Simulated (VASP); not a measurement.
# BN (Qingsongite) (F-43m) in VASP: further runs

One crystal, BN (Qingsongite), is run at these levels: PBEsol, PBE+D3(BJ); tasks: relaxation of cell and atoms.

Everything below comes from runs of VASP 6.6.1. Logs are shortened: lines on timing, memory, paths and dates and some standing lists are left out, and cuts for length are marked.

### 1 Starting point

Symmetry: F-43m, No. 216, cubic system. The conventional cell has a = 3.607 Å, b = 3.607 Å, c = 3.607 Å, α = 90.00°, β = 90.00°, γ = 90.00°. Around B (site symmetry -43m) lie 4 N at 1.56 Å. Around N (site symmetry -43m) lie 4 B at 1.56 Å.

### 2 Relaxation of cell and atoms, PBEsol

INCAR

```
SYSTEM = BN
PREC = Accurate
ENCUT = 600
EDIFF = 1E-7
ISMEAR = 0
SIGMA = 0.03
LREAL = .False.
LASPH = .True.
NELM = 80
ALGO = Normal
ISIF = 3
LWAVE = .False.
LCHARG = .False.
GGA = PS
IBRION = 2
NSW = 90
EDIFFG = -0.005
```

KPOINTS

```
regular mesh
0
Gamma
  14 14 14
  0 0 0
```

POSCAR

```
BN                                      
1.0
    0.0000000000      1.8033209052      1.8033209052
    1.8033209052      0.0000000000      1.8033209052
    1.8033209052      1.8033209052     -0.0000000000
  B               N             
     1     1
Direct
     0.0000000000000000    0.0000000000000000    0.0000000000000000
     0.2500000000000000    0.2500000000000000    0.2500000000000000
```

Potentials or basis: VASP PAW PBE potentials, release 64 (B, N).

Command:

```
$ cat potpaw_PBE.64/B/POTCAR potpaw_PBE.64/N/POTCAR > POTCAR
$ mpirun -np 1 vasp_std > vasp.out
```

OUTCAR:

```text
SYSTEM = BN
   PREC = Accurate
   ENCUT = 600
   EDIFF = 1E-7
   ISMEAR = 0
   LREAL = .False.
   LASPH = .True.
   NELM = 80
   ISIF = 3
   GGA = PS
   IBRION = 2
   NSW = 90
   EDIFFG = -0.005

 ion  position               nearest neighbor table
   1  0.000  0.000  0.000-   2 1.56   2 1.56   2 1.56   2 1.56
   2  0.250  0.250  0.250-   1 1.56   1 1.56   1 1.56   1 1.56

  LATTYP: Found a face centered cubic cell.
 ALAT       =     3.6066418104

  Lattice vectors:

 A1 = (   0.0000000000,   1.8033209052,   1.8033209052)
 A2 = (   1.8033209052,   0.0000000000,   1.8033209052)
 A3 = (   1.8033209052,   1.8033209052,   0.0000000000)

Analysis of symmetry for initial positions (statically):
=====================================================================
 Subroutine PRICEL returns:
 Original cell was already a primitive cell.

 Routine SETGRP: Setting up the symmetry group for a
 face centered cubic supercell.

 Subroutine GETGRP returns: Found 24 space group operations
 (whereof 24 operations were pure point group operations)
 out of a pool of 48 trial point group operations.

The static configuration has the point symmetry T_d .

Analysis of symmetry for dynamics (positions and initial velocities):
=====================================================================
 Subroutine PRICEL returns:
 Original cell was already a primitive cell.

 Routine SETGRP: Setting up the symmetry group for a
 face centered cubic supercell.

 Subroutine GETGRP returns: Found 24 space group operations
 (whereof 24 operations were pure point group operations)
 out of a pool of 48 trial point group operations.

The dynamic configuration has the point symmetry T_d .

 Subroutine INISYM returns: Found 24 space group operations
 (whereof 24 operations are pure point group operations),
 and found     1 'primitive' translations

----------------------------------------------------------------------------------------

                                     Primitive cell

  volume of cell :      11.7287

  direct lattice vectors                    reciprocal lattice vectors
     0.000000000  1.803320905  1.803320905    -0.277266236  0.277266236  0.277266236
     1.803320905  0.000000000  1.803320905     0.277266236 -0.277266236  0.277266236
     1.803320905  1.803320905  0.000000000     0.277266236  0.277266236 -0.277266236

  length of vectors
     2.550280881  2.550280881  2.550280881     0.480239208  0.480239208  0.480239208

  position of ions in fractional coordinates (direct lattice)
     0.000000000  0.000000000  0.000000000
     0.250000000  0.250000000  0.250000000

  ion indices of the primitive-cell ions
   primitive index   ion index
                 1           1
                 2           2

----------------------------------------------------------------------------------------

 KPOINTS: regular mesh

Automatic generation of k-mesh.
 Grid dimensions read from file:
 generate k-points for:   14   14   14

 Generating k-lattice:

  Cartesian coordinates                     Fractional coordinates (reciprocal lattice)
    -0.019804731  0.019804731  0.019804731     0.071428571  0.000000000  0.000000000
     0.019804731 -0.019804731  0.019804731     0.000000000  0.071428571  0.000000000
     0.019804731  0.019804731 -0.019804731     0.000000000  0.000000000  0.071428571

  Length of vectors
     0.034302801  0.034302801  0.034302801

  Shift w.r.t. Gamma in fractional coordinates (k-lattice)
     0.000000000  0.000000000  0.000000000

 Subroutine IBZKPT returns following result:
 ===========================================

 Found    104 irreducible k-points:

 Following reciprocal coordinates:
            Coordinates               Weight
  0.000000  0.000000  0.000000      1.000000
  0.071429  0.000000  0.000000      8.000000
  0.142857  0.000000  0.000000      8.000000
  0.214286  0.000000  0.000000      8.000000
  0.285714  0.000000  0.000000      8.000000
  0.357143  0.000000  0.000000      8.000000
[... 16 lines left out ...]
  0.214286  0.142857  0.000000     24.000000
  0.285714  0.142857  0.000000     24.000000
 [... further k-points ...]
   k-points           NKPTS =    104   k-points in BZ     NKDIM =    104   number of bands    NBANDS=      8
   number of dos      NEDOS =    301   number of ions     NIONS =      2
   total plane-waves  NPLWV =   8000
   dimension x,y,z NGX =    20 NGY =   20 NGZ =   20
   dimension x,y,z NGXF=    40 NGYF=   40 NGZF=   40
   ions per type =               1   1
   NGX,Y,Z   is equivalent  to a cutoff of  13.04, 13.04, 13.04 a.u.
   NGXF,Y,Z  is equivalent  to a cutoff of  26.07, 26.07, 26.07 a.u.
 SYSTEM =  BN
   PREC   = accura    normal or accurate (medium, high low for compatibility)
   ISTART =      0    job   : 0-new  1-cont  2-samecut
   ICHARG =      2    charge: 1-file 2-atom 10-const
   ISPIN  =      1    spin polarized calculation?
   LNONCOLLINEAR =      F non collinear calculations
   LSORBIT =      F    spin-orbit coupling
   LASPH  =      T    aspherical Exc in radial PAW
   ENCUT  =  600.0 eV  44.10 Ry    6.64 a.u.   5.09  5.09  5.09*2*pi/ulx,y,z
   NELM   =     80;   NELMIN=  2; NELMDL= -5     # of ELM steps
   EDIFF  = 0.1E-06   stopping-criterion for ELM
   LREAL  =      F    real-space projection
   EDIFFG = -.5E-02   stopping-criterion for IOM
   NSW    =     90    number of steps for IOM
   IBRION =      2    ionic relax: 0-MD 1-quasi-New 2-CG
   NFREE  =      1    steps in history (QN), initial steepest desc. (CG)
   ISIF   =      3    stress and relaxation
   ISYM   =      2    0-nonsym 1-usesym 2-fastsym
   POTIM  = 0.5000    time-step for ionic-motion
   TEBEG  =    0.0;   TEEND  =   0.0 temperature during run
   PSTRESS=    0.0 pullay stress
   NELECT =       8.0000    total number of electrons
   NUPDOWN=      -1.0000    fix difference up-down
   EMIN   =  10.00;   EMAX   =-10.00  energy-range for DOS
   EFERMI =   0.00;   METHOD = LEGACY
   ISMEAR =     0;   SIGMA  =   0.03  broadening in eV -4-tet -1-fermi 0-gaus
   EFERMI_NEDOS =   21; number of points for ismear=-14 and -15
   IALGO  =     38    algorithm
   IMIX   =      4    mixing-type and parameters
     AMIX     =   0.40;   BMIX     =  1.00
     AMIX_MAG =   1.60;   BMIX_MAG =  1.00
  volume/ion in A,a.u.               =       5.86        39.57
  Fermi-wavevector in a.u.,A,eV,Ry     =   1.441081  2.723249 28.255427  2.076715
  Thomas-Fermi vector in A             =   2.559753
   LORBIT       =      0    0 simple, 1 ext, 2 COOP (PROOUT), +10 PAW based schemes
   GGA     = PS    functional components
   LHFCALC =     F    Hartree Fock is set to
   AEXX    =    0.0000 exact exchange contribution
   IVDW    =     0    specifies the selected vdW correction
   LEPSILON=     F    determine dielectric tensor
   LRPA    =     F    only Hartree local field effects (RPA)
 conjugate gradient relaxation of ions
 non-spin polarized calculation
 Gauss-broadening in eV      SIGMA  =   0.03
  energy-cutoff  :      600.00
  volume of cell :       11.73
 maximum number of plane-waves:       399
   NGX = 11   NGY = 11   NGZ = 11

 number of electron       7.9999999 magnetization

 Free energy of the ion-electron system (eV)
  ---------------------------------------------------
  ext. energy  EPLUGINS =         0.00000000
  ---------------------------------------------------
  free energy    TOTEN  =       -18.35076389 eV

  energy without entropy =      -18.35076389  energy(sigma->0) =      -18.35076389

 E-fermi :   7.6873     XC(G=0): -13.0502

 val. band max:        7.4484282086   @ k =   0.0000   0.0000   0.0000
 cond. band min:      11.7322841972   @ k =   0.5000   0.5000   0.0000
 fundamental gap:      4.2838559886
 Fermi energy:         7.6872962869

 k-point     1 :       0.0000    0.0000    0.0000
  band No.  band energies     occupation
      1     -12.8841      2.00000
      2       7.4484      2.00000
      3       7.4484      2.00000
      4       7.4484      2.00000
      5      16.2425      0.00000
      6      16.2425      0.00000
      7      16.2425      0.00000
      8      17.8289      0.00000

 k-point     2 :       0.0714    0.0000    0.0000
  band No.  band energies     occupation
      1     -12.7585      2.00000
      2       6.7547      2.00000
      3       7.3114      2.00000
      4       7.3114      2.00000
      5      16.4085      0.00000
      6      16.4501      0.00000
      7      16.4501      0.00000
      8      18.2516      0.00000

 k-point     3 :       0.1429    0.0000    0.0000
  band No.  band energies     occupation
      1     -12.3848      2.00000
      2       5.0733      2.00000
      3       6.9613      2.00000
      4       6.9613      2.00000
      5      16.6876      0.00000
      6      16.9649      0.00000
      7      16.9649      0.00000
      8      19.3140      0.00000

 k-point     4 :       0.2143    0.0000    0.0000
  band No.  band energies     occupation
      1     -11.7743      2.00000
      2       2.9873      2.00000
      3       6.5227      2.00000
      4       6.5227      2.00000
      5      16.9646      0.00000
      6      17.5382      0.00000
      7      17.5382      0.00000
      8      20.4992      0.00000

 k-point     5 :       0.2857    0.0000    0.0000
  band No.  band energies     occupation
      1     -10.9528      2.00000
      2       0.8425      2.00000
      3       6.1028      2.00000
      4       6.1028      2.00000
      5      17.2273      0.00000
      6      17.9398      0.00000
      7      17.9398      0.00000
      8      21.4644      0.00000
[... 177 lines left out ...]
 k-point    22 :       0.1429    0.1429    0.0000
  band No.  band energies     occupation
      1     -12.2193      2.00000
      2       5.8607      2.00000
      3       6.0431      2.00000
      4       6.0431      2.00000
      5      15.3835      0.00000
      6      18.1943      0.00000
      7      18.1943      0.00000
      8      19.1972      0.00000

 k-point    23 :       0.2143    0.1429    0.0000
  band No.  band energies     occupation
      1     -11.7711      2.00000
      2       4.2933      2.00000
      3       5.5066      2.00000
      4       5.9236      2.00000
      5      15.3114      0.00000
      6      18.7775      0.00000
      7      18.9971      0.00000
      8      19.7471      0.00000

 k-point    24 :       0.2857    0.1429    0.0000
  band No.  band energies     occupation
      1     -11.0973      2.00000
      2       2.3601      2.00000
      3       5.0658      2.00000
      4       5.5723      2.00000
      5      15.6283      0.00000
      6      19.1448      0.00000
      7      19.6043      0.00000
      8      20.2368      0.00000

 [... further k-points ...]

------------------------ aborting loop because EDIFF is reached ----------------------------------------

  FORCE on cell =-STRESS in cart. coord.  units (eV):
  Direction    XX          YY          ZZ          XY          YZ          ZX
  --------------------------------------------------------------------------------------
  -------------------------------------------------------------------------------------
  Total        0.0012271      0.0012271      0.0012271      0.0000000      0.0000000      0.0000000
  in kB        0.1676259      0.1676259      0.1676259      0.0000000      0.0000000      0.0000000
  external PRESSURE =       0.1676259 kB  Pullay stress =       0.0000000 kB

 VOLUME and BASIS-vectors are now :
 -----------------------------------------------------------------------------
  energy-cutoff  :      600.00
  volume of cell :       11.73
      direct lattice vectors                 reciprocal lattice vectors
     0.000000000  1.803320905  1.803320905    -0.277266236  0.277266236  0.277266236
     1.803320905  0.000000000  1.803320905     0.277266236 -0.277266236  0.277266236
     1.803320905  1.803320905  0.000000000     0.277266236  0.277266236 -0.277266236

 POSITION                                       TOTAL-FORCE (eV/Angst)
 -----------------------------------------------------------------------------------
      0.00000      0.00000      0.00000        -0.000000     -0.000000     -0.000000
      0.90166      0.90166      0.90166         0.000000      0.000000      0.000000
 -----------------------------------------------------------------------------------
    total drift:                                0.000000      0.000000      0.000000

  FREE ENERGIE OF THE ION-ELECTRON SYSTEM (eV)
  ---------------------------------------------------
  free  energy   TOTEN  =       -18.3507638866 eV

  energy  without entropy=      -18.3507638866  energy(sigma->0) =      -18.35076389

 reached required accuracy - stopping structural energy minimisation
```

It took 16 s on 1 thread of Intel Xeon Platinum 8375C at 2.90GHz (Ice Lake), shared host; peak memory 0.12 GiB.

What came out:

```
Free energy             : -18.3508 eV
Pressure after relaxing : 0.0 GPa
Band gap on the k mesh  : 4.28 eV, indirect (least direct gap 8.79 eV)
```

Final structure:
```yaml
crystal:
  lattice:
    - [0.00000, 1.80332, 1.80332]
    - [1.80332, 0.00000, 1.80332]
    - [1.80332, 1.80332, 0.00000]
  atoms:
    - { symbol: B, position: [0.00000, 0.00000, 0.00000] }
    - { symbol: N, position: [0.25000, 0.25000, 0.25000] }
```

Caveat: the relaxation stopped at its first step, so nothing moved; the PAW data sets were made with another functional, which shifts forces and pressure a little.

### 3 Relaxation of cell and atoms, PBE+D3(BJ)

This run uses another cell than the first one, of 5.91 Å³/atom, 1.007 times its volume.

INCAR

```
PREC     = Accurate       # precision mode
ENCUT    = 600            # plane-wave cutoff, eV
EDIFF    = 1E-6           # SCF threshold, eV
ISMEAR   = 0              # smearing method
SIGMA    = 0.03           # smearing width, eV
LREAL    = False          # projectors in reciprocal space
LASPH    = True           # aspherical terms in the spheres
NELM     = 80             # most SCF steps
ALGO     = Normal         # electronic algorithm
ISIF     = 3              # what is computed and relaxed
LWAVE    = False          # write WAVECAR
LCHARG   = False          # write CHGCAR
GGA      = PE             # functional
IVDW     = 12             # dispersion correction
IBRION   = 2              # ionic algorithm
NSW      = 90             # ionic steps
EDIFFG   = -0.01          # ionic threshold
```

KPOINTS

```
Automatic mesh
0
Gamma
  14 14 14
```

POSCAR

```
BN
1.0
    0.0000000000      1.8075000000      1.8075000000
    1.8075000000      0.0000000000      1.8075000000
    1.8075000000      1.8075000000      0.0000000000
B N
1 1
Direct
    0.0000000000      0.0000000000      0.0000000000
    0.2500000000      0.2500000000      0.2500000000
```

Potentials or basis: VASP PAW PBE potentials, release 64 (B, N).

Command:

```
$ cat potpaw_PBE.64/B/POTCAR potpaw_PBE.64/N/POTCAR > POTCAR
$ mpirun -np 1 vasp_std > vasp.out
```

Run time: 23 s. Hardware: 1 thread of Intel Xeon Platinum 8375C at 2.90GHz (Ice Lake), shared host; peak memory 0.13 GiB.

It converged, with:

```yaml
Free_energy: -17.8725 eV
Relaxed_volume: 5.86 Å³/atom
Relaxed_cell: a = 2.550 Å, b = 2.550 Å, c = 2.550 Å, α = 60.00°, β = 60.00°, γ = 60.00°
Space_group_after_relaxing_to_0.05_Å: F-43m (No. 216)
Energy_gained_by_relaxing: 0.4 meV/atom
Ionic_steps: 3
Pressure_after_relaxing: 0.0 GPa
Band_gap_on_the_k_mesh: 4.47 eV, indirect (least direct gap 8.85 eV)
Dispersion_energy_per_atom: -0.211 eV
```

The path:
| step | energy change (eV) | largest force (eV/Å) | pressure (GPa) | volume (Å³) |
| --- | --- | --- | --- | --- |
| 1 | 0.0000 | 0.0000 | -2.66 | 11.81 |
| 2 | 0.0000 | 0.0000 | 2.79 | 11.64 |
| 3 | -0.0007 | 0.0000 | 0.01 | 11.73 |

Final structure:
```xyz
2
Lattice="0.0000 1.8032 1.8032 1.8032 0.0000 1.8032 1.8032 1.8032 0.0000" Properties=species:S:1:pos:R:3 pbc="T T T"
B     0.0000    0.0000    0.0000
N     0.9016    0.9016    0.9016
```

Levels at points of the mesh, in eV from the valence-band top:
| k point | band 2 | band 3 | band 4 | band 5 | band 6 | band 7 |
| --- | --- | --- | --- | --- | --- | --- |
| (0.00, 0.00, 0.00) | 0.00 | 0.00 | 0.00 | 8.85 | 8.85 | 8.85 |
| (0.50, 0.00, 0.00) | -10.76 | -1.95 | -1.95 | 10.24 | 10.74 | 10.74 |
| (0.50, 0.50, 0.00) | -8.96 | -4.94 | -4.94 | 4.47 | 9.27 | 18.03 |
